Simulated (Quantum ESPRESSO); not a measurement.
# Pt (Fm-3m) in Quantum ESPRESSO: single point with PBEsol

Aim: the single point of Pt with PBEsol.

All numbers are computed with Quantum ESPRESSO 7.5; they aren't measurements. Logs are shortened: lines on timing, memory, paths and dates and some standing lists are left out, and cuts for length are marked.

### 1 The crystal as given

Symmetry: Fm-3m, No. 225, cubic system. Conventional cell: a = 3.922 Å, b = 3.922 Å, c = 3.922 Å, α = 90.00°, β = 90.00°, γ = 90.00°. Pt (site symmetry m-3m) has 12 Pt at 2.77 Å as nearest neighbours.

### 2 Single point, PBEsol

run.py reads:

```python
import numpy as np
from ase.calculators.espresso import Espresso, EspressoProfile
import spglib
from ase import Atoms
from ase.io import read

atoms = read('Pt.cif')
cell, pos, num = spglib.standardize_cell((atoms.cell[:], atoms.get_scaled_positions(), atoms.numbers), to_primitive=True, symprec=1e-4)
atoms = Atoms(numbers=num, cell=cell, scaled_positions=pos, pbc=True)

input_data = {
    'control': {'calculation': 'scf', 'prefix': 'pwscf', 'outdir': './tmp', 'tprnfor': True, 'tstress': True, 'disk_io': 'nowf'},
    'system': {'ecutwfc': 45.0, 'ecutrho': 360.0, 'nbnd': 14, 'occupations': 'smearing', 'smearing': 'fd', 'degauss': 0.00367493},
    'electrons': {'conv_thr': 2e-10, 'electron_maxstep': 120, 'mixing_beta': 0.5},
}
pseudopotentials = {'Pt': 'pt_pbesol_v1.4.uspp.F.UPF'}
profile = EspressoProfile(command='mpirun -n 2 pw.x -nk 2', pseudo_dir='pseudo')
dft = Espresso(profile=profile, input_data=input_data, pseudopotentials=pseudopotentials, kpts=(12, 12, 12), koffset=(0, 0, 0))
atoms.calc = dft

print(f'energy {atoms.get_potential_energy():.8f} eV')
print('forces (eV/A)')
print(np.round(atoms.get_forces(), 6))
print('stress (eV/A^3, Voigt)')
print(np.round(atoms.get_stress(), 8))
print(f'Fermi level {dft.get_fermi_level():.4f} eV')
```

Pt.cif reads:

```cif
data_Pt
_cell_length_a 3.92180000
_cell_length_b 3.92180000
_cell_length_c 3.92180000
_cell_angle_alpha 90.00000000
_cell_angle_beta 90.00000000
_cell_angle_gamma 90.00000000
_space_group_name_H-M_alt 'Fm-3m'
_space_group_name_Hall '-F 4 2 3'
_space_group_IT_number 225
loop_
_space_group_symop_operation_xyz
'x,y,z'
'-x,-y,-z'
'-y,x,z'
'y,-x,-z'
'-x,-y,z'
'x,y,-z'
'y,-x,z'
'-y,x,-z'
'x,-y,-z'
'-x,y,z'
'-y,-x,-z'
'y,x,z'
'-x,y,-z'
'x,-y,z'
'y,x,-z'
'-y,-x,z'
'z,x,y'
'-z,-x,-y'
'z,-y,x'
'-z,y,-x'
'z,-x,-y'
'-z,x,y'
'z,y,-x'
'-z,-y,x'
'-z,x,-y'
'z,-x,y'
'-z,-y,-x'
'z,y,x'
'-z,-x,y'
'z,x,-y'
'-z,y,x'
'z,-y,-x'
'y,z,x'
'-y,-z,-x'
'x,z,-y'
'-x,-z,y'
'-y,z,-x'
'y,-z,x'
'-x,z,y'
'x,-z,-y'
'-y,-z,x'
'y,z,-x'
'-x,-z,-y'
'x,z,y'
'y,-z,-x'
'-y,z,x'
'x,-z,y'
'-x,z,-y'
'x,y+1/2,z+1/2'
'-x,-y+1/2,-z+1/2'
'-y,x+1/2,z+1/2'
[... 62 lines left out ...]
'-z+1/2,-x,-y+1/2'
'z+1/2,-y,x+1/2'
'-z+1/2,y,-x+1/2'
'z+1/2,-x,-y+1/2'
'-z+1/2,x,y+1/2'
'z+1/2,y,-x+1/2'
'-z+1/2,-y,x+1/2'
'-z+1/2,x,-y+1/2'
'z+1/2,-x,y+1/2'
'-z+1/2,-y,-x+1/2'
'z+1/2,y,x+1/2'
'-z+1/2,-x,y+1/2'
'z+1/2,x,-y+1/2'
'-z+1/2,y,x+1/2'
'z+1/2,-y,-x+1/2'
'y+1/2,z,x+1/2'
'-y+1/2,-z,-x+1/2'
'x+1/2,z,-y+1/2'
'-x+1/2,-z,y+1/2'
'-y+1/2,z,-x+1/2'
'y+1/2,-z,x+1/2'
'-x+1/2,z,y+1/2'
'x+1/2,-z,-y+1/2'
'-y+1/2,-z,x+1/2'
'y+1/2,z,-x+1/2'
'-x+1/2,-z,-y+1/2'
'x+1/2,z,y+1/2'
'y+1/2,-z,-x+1/2'
'-y+1/2,z,x+1/2'
'x+1/2,-z,y+1/2'
'-x+1/2,z,-y+1/2'
'x+1/2,y+1/2,z'
'-x+1/2,-y+1/2,-z'
'-y+1/2,x+1/2,z'
'y+1/2,-x+1/2,-z'
'-x+1/2,-y+1/2,z'
'x+1/2,y+1/2,-z'
'y+1/2,-x+1/2,z'
'-y+1/2,x+1/2,-z'
'x+1/2,-y+1/2,-z'
'-x+1/2,y+1/2,z'
'-y+1/2,-x+1/2,-z'
'y+1/2,x+1/2,z'
'-x+1/2,y+1/2,-z'
'x+1/2,-y+1/2,z'
'y+1/2,x+1/2,-z'
'-y+1/2,-x+1/2,z'
'z+1/2,x+1/2,y'
'-z+1/2,-x+1/2,-y'
'z+1/2,-y+1/2,x'
'-z+1/2,y+1/2,-x'
'z+1/2,-x+1/2,-y'
'-z+1/2,x+1/2,y'
'z+1/2,y+1/2,-x'
'-z+1/2,-y+1/2,x'
'-z+1/2,x+1/2,-y'
'z+1/2,-x+1/2,y'
'-z+1/2,-y+1/2,-x'
'z+1/2,y+1/2,x'
'-z+1/2,-x+1/2,y'
'z+1/2,x+1/2,-y'
'-z+1/2,y+1/2,x'
'z+1/2,-y+1/2,-x'
'y+1/2,z+1/2,x'
'-y+1/2,-z+1/2,-x'
'x+1/2,z+1/2,-y'
'-x+1/2,-z+1/2,y'
'-y+1/2,z+1/2,-x'
'y+1/2,-z+1/2,x'
'-x+1/2,z+1/2,y'
'x+1/2,-z+1/2,-y'
'-y+1/2,-z+1/2,x'
'y+1/2,z+1/2,-x'
'-x+1/2,-z+1/2,-y'
'x+1/2,z+1/2,y'
'y+1/2,-z+1/2,-x'
'-y+1/2,z+1/2,x'
'x+1/2,-z+1/2,y'
'-x+1/2,z+1/2,-y'
loop_
_atom_site_label
_atom_site_type_symbol
_atom_site_symmetry_multiplicity
_atom_site_Wyckoff_symbol
_atom_site_fract_x
_atom_site_fract_y
_atom_site_fract_z
_atom_site_occupancy
Pt1 Pt 4 a 0.0000000000 0.0000000000 0.0000000000 1
```

Potentials or basis: GBRV 1.5 PBEsol.

On the command line:

```
> OMP_NUM_THREADS=1 python run.py
```

Standard output:

```text
energy -2864.73721222 eV
forces (eV/A)
[[0. 0. 0.]]
stress (eV/A^3, Voigt)
[ 0.01117306  0.01117306  0.01117306 -0.          0.         -0.        ]
Fermi level 22.4268 eV
```

espresso.pwi:

```text
&CONTROL
   calculation      = 'scf'
   tstress          = .true.
   tprnfor          = .true.
   outdir           = './tmp'
   prefix           = 'pwscf'
   disk_io          = 'nowf'
   pseudo_dir       = 'pseudo'
/
&SYSTEM
   nbnd             = 14
   ecutwfc          = 45.0
   ecutrho          = 360.0
   occupations      = 'smearing'
   degauss          = 0.00367493
   smearing         = 'fd'
   ntyp             = 1
   nat              = 1
   ibrav            = 0
/
&ELECTRONS
   electron_maxstep = 120
   conv_thr         = 2e-10
   mixing_beta      = 0.5
/
&IONS
/
&CELL
/
&FCP
/
&RISM
/
ATOMIC_SPECIES
Pt 195.084 pt_pbesol_v1.4.uspp.F.UPF

K_POINTS automatic
12 12 12  0 0 0

CELL_PARAMETERS angstrom
0.00000000000000 1.96090000000000 1.96090000000000
1.96090000000000 0.00000000000000 1.96090000000000
1.96090000000000 1.96090000000000 0.00000000000000

ATOMIC_POSITIONS angstrom
Pt 0.0000000000 0.0000000000 0.0000000000
```

espresso.pwo:

```text
This program is part of the open-source Quantum ESPRESSO suite
     for quantum simulation of materials; please cite
         "P. Giannozzi et al., J. Phys.:Condens. Matter 21 395502 (2009);
         "P. Giannozzi et al., J. Phys.:Condens. Matter 29 465901 (2017);
         "P. Giannozzi et al., J. Chem. Phys. 152 154105 (2020);
     in publications or presentations arising from this work. More details at

Warning: card &CELL ignored
Warning: card &FCP ignored
Warning: card &RISM ignored

     Message from routine setup:
     using ibrav=0 with symmetry is DISCOURAGED, use correct ibrav instead

     K-points division:     npool     =       2
     Subspace diagonalization in iterative solution of the eigenvalue problem:
     a serial algorithm will be used

     G-vector sticks info
     --------------------
     sticks:   dense  smooth     PW     G-vecs:    dense   smooth      PW
     Sum         673     349    121                11791     4111     869

     Using Slab Decomposition

     bravais-lattice index     =            0
     lattice parameter (alat)  =       5.2405  a.u.
     unit-cell volume          =     101.7637 (a.u.)^3
     number of atoms/cell      =            1
     number of atomic types    =            1
     number of electrons       =        16.00
     number of Kohn-Sham states=           14
     kinetic-energy cutoff     =      45.0000  Ry
     charge density cutoff     =     360.0000  Ry
     scf convergence threshold =      2.0E-10
     mixing beta               =       0.5000
     number of iterations used =            8  plain     mixing
     Exchange-correlation= SLA  PW   PSX  PSC
                           (   1   4  10   8   0   0   0)

     celldm(1)=   5.240459  celldm(2)=   0.000000  celldm(3)=   0.000000
     celldm(4)=   0.000000  celldm(5)=   0.000000  celldm(6)=   0.000000

     crystal axes: (cart. coord. in units of alat)
               a(1) = (   0.000000   0.707107   0.707107 )
               a(2) = (   0.707107   0.000000   0.707107 )
               a(3) = (   0.707107   0.707107   0.000000 )

     reciprocal axes: (cart. coord. in units 2 pi/alat)
               b(1) = ( -0.707107  0.707107  0.707107 )
               b(2) = (  0.707107 -0.707107  0.707107 )
               b(3) = (  0.707107  0.707107 -0.707107 )

     PseudoPot. # 1 for Pt read from file:
     pt_pbesol_v1.4.uspp.F.UPF
     Pseudo is Ultrasoft + core correction, Zval = 16.0
     Generated by new atomic code, or converted to UPF format
     Using radial grid of  985 points,  6 beta functions with:
                l(1) =   0
                l(2) =   0
                l(3) =   1
                l(4) =   1
                l(5) =   2
                l(6) =   2
     Q(r) pseudized with  8 coefficients,  rinner =    1.300   1.300   1.300
                                                       1.300   1.300

     atomic species   valence    mass     pseudopotential
     Pt               16.00   195.08400     Pt( 1.00)

     48 Sym. Ops., with inversion, found

   Cartesian axes

     site n.     atom                  positions (alat units)
         1        Pt     tau(   1) = (   0.0000000   0.0000000   0.0000000  )

     number of k points=    72  Fermi-Dirac smearing, width (Ry)=  0.0037
                       cart. coord. in units 2pi/alat
        k(    1) = (   0.0000000   0.0000000   0.0000000), wk =   0.0011574
        k(    2) = (   0.0589256   0.0589256  -0.0589256), wk =   0.0092593
        k(    3) = (   0.1178511   0.1178511  -0.1178511), wk =   0.0092593
        k(    4) = (   0.1767767   0.1767767  -0.1767767), wk =   0.0092593
        k(    5) = (   0.2357023   0.2357023  -0.2357023), wk =   0.0092593
        k(    6) = (   0.2946278   0.2946278  -0.2946278), wk =   0.0092593
[... 64 lines left out ...]
        k(   71) = (  -0.7071068   0.2357023   0.0000000), wk =   0.0138889
        k(   72) = (  -0.7071068   0.3535534   0.0000000), wk =   0.0069444

     Dense  grid:    11791 G-vectors     FFT dimensions: (  32,  32,  32)

     Smooth grid:     4111 G-vectors     FFT dimensions: (  24,  24,  24)

     Initial potential from superposition of free atoms

     starting charge      15.5000, renormalised to      16.0000

     negative rho (up, down):  1.862E-01 0.000E+00
     Starting wfcs are   12 randomized atomic wfcs +    2 random wfcs

     Self-consistent Calculation

     iteration #  1     ecut=    45.00 Ry     beta= 0.50
     Davidson diagonalization with overlap
     ethr =  1.00E-02,  avg # of iterations =  4.2

     negative rho (up, down):  1.739E-01 0.000E+00

     total energy              =    -210.37956585 Ry
     estimated scf accuracy    <       0.77825623 Ry

     iteration #  2     ecut=    45.00 Ry     beta= 0.50
     Davidson diagonalization with overlap
     ethr =  4.86E-03,  avg # of iterations =  2.0
[... 51 lines left out ...]
     iteration #  8     ecut=    45.00 Ry     beta= 0.50
     Davidson diagonalization with overlap
     ethr =  4.99E-12,  avg # of iterations =  2.0

     negative rho (up, down):  1.739E-01 0.000E+00

     End of self-consistent calculation

          k = 0.0000 0.0000 0.0000 (   531 PWs)   bands (ev):

   -30.1668 -30.1668 -30.1668  12.0947  18.5999  18.5999  18.5999  20.7816
    20.7816  36.9833  41.9304  41.9304  41.9304  47.2571

          k = 0.0589 0.0589-0.0589 (   531 PWs)   bands (ev):

   -30.1993 -30.1714 -30.1714  12.3747  18.4781  18.7082  18.7082  20.7229
    20.7229  37.4104  40.6066  42.3577  42.3577  48.6392
[... 298 lines left out ...]
   -30.5687 -30.3924 -30.3338  15.9253  16.4030  19.9989  21.5010  22.6979
    26.8421  30.1729  33.3262  35.0271  44.0239  46.4880

          k =-0.0000-0.4714 0.5893 (   517 PWs)   bands (ev):

   -30.5317 -30.4458 -30.3190  16.2727  16.9573  19.2037  20.9264  22.4426
    28.3478  29.2624  32.3515  36.1928  43.4224  48.8358

          k =-0.7071 0.1179-0.0000 (   508 PWs)   bands (ev):

   -30.5968 -30.3636 -30.3461  15.5639  15.9893  21.2298  22.0195  22.9074
    25.9817  30.5513  33.4284  34.1053  43.6820  45.6924

          k =-0.2357-0.4714 0.7071 (   512 PWs)   bands (ev):

   -30.5209 -30.3633 -30.2770  16.6371  17.0691  18.0432  20.8310  21.3686
    24.3837  33.0295  35.1333  38.1453  44.6213  44.6858

          k =-0.1768-0.4125 0.6482 (   517 PWs)   bands (ev):
[... 26 lines left out ...]
   -30.5480 -30.4134 -30.3478  16.2436  16.6861  19.3587  21.0308  22.9094
    28.3904  29.7394  32.4051  34.3805  45.8460  46.7449

          k =-0.7071 0.3536 0.0000 (   516 PWs)   bands (ev):

   -30.4809 -30.4809 -30.3486  16.7136  17.8219  17.8219  20.3959  22.9102
    29.4639  30.6426  30.6426  34.4287  46.8620  46.8620

     the Fermi energy is    22.4268 ev

!    total energy              =    -210.55431994 Ry
     estimated scf accuracy    <          3.1E-12 Ry
     smearing contrib. (-TS)   =      -0.00114728 Ry
     internal energy E=F+TS    =    -210.55317266 Ry

     The total energy is F=E-TS. E is the sum of the following terms:
     one-electron contribution =     -19.98556008 Ry
     hartree contribution      =      24.48191535 Ry
     xc contribution           =     -56.67624057 Ry
     ewald contribution        =    -158.37328735 Ry

     convergence has been achieved in   8 iterations

     negative rho (up, down):  1.739E-01 0.000E+00

     Forces acting on atoms (cartesian axes, Ry/au):

     atom    1 type  1   force =     0.00000000    0.00000000    0.00000000

     Total force =     0.000000     Total SCF correction =     0.000000

     Computing stress (Cartesian axis) and pressure

     negative rho (up, down):  1.739E-01 0.000E+00
          total   stress  (Ry/bohr**3)                   (kbar)     P=      -17.90
  -0.00012169   0.00000000  -0.00000000          -17.90        0.00       -0.00
   0.00000000  -0.00012169   0.00000000            0.00      -17.90        0.00
  -0.00000000   0.00000000  -0.00012169           -0.00        0.00      -17.90

=------------------------------------------------------------------------------=
   JOB DONE.
=------------------------------------------------------------------------------=
```

It took 4.8 s on 2 MPI ranks of Arm Neoverse V2, shared host; peak memory 0.16 GiB.

Results:

```
Free energy            : -2864.7375 eV
Pressure               : -1.8 GPa
Band gap on the k mesh : none (metal or under the smearing width)
```

Levels at points of the mesh, in eV from the Fermi level:
```csv
k point,band 5,band 6,band 7,band 8,band 9,band 10,band 11,band 12
"(0.00, 0.00, 0.00)",-3.83,-3.83,-3.83,-1.65,-1.65,14.56,19.50,19.50
"(0.00, 0.00, -0.50)",-3.89,-3.89,-0.58,0.03,0.03,5.79,14.12,18.89
"(0.00, -0.50, -0.50)",-6.67,0.00,0.48,0.48,1.68,8.80,11.31,11.31
```
